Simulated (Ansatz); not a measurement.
Wires are cut from relaxed bulk MgO (Fm-3m, 9.62 Å³/atom, gap on the mesh 4.46 eV); atoms and period are relaxed, and energies count from that bulk.

Theory: DFT PBE, scalar-relativistic, plane waves, PAW in Ansatz 0.2.0.

Cutoff 420 eV, Gaussian smearing of 0.05 eV, energies at zero smearing, symmetry of each start kept, no spin polarisation.

```json
{"start": "[001] wire, 16 host atoms a period", "atoms": "16", "k mesh": "1×1×8", "excess energy (eV per host atom)": "0.479", "line energy (eV/Å)": "1.957", "period (Å)": "3.917", "gap on the mesh (eV)": "3.05", "highest filled level or Fermi level under vacuum (eV)": "5.34"}
{"start": "[001] wire, 18 host atoms a period", "atoms": "18", "k mesh": "1×1×8", "excess energy (eV per host atom)": "0.357", "line energy (eV/Å)": "1.608", "period (Å)": "3.990", "gap on the mesh (eV)": "3.33", "highest filled level or Fermi level under vacuum (eV)": "5.32"}
```

Each run keeps its start's symmetry and one magnetic start, so lower states can exist.

Cost: 2 runs of about 4.4 core-minutes in all, on AMD EPYC 9R45 (Zen 5) (shared hosts).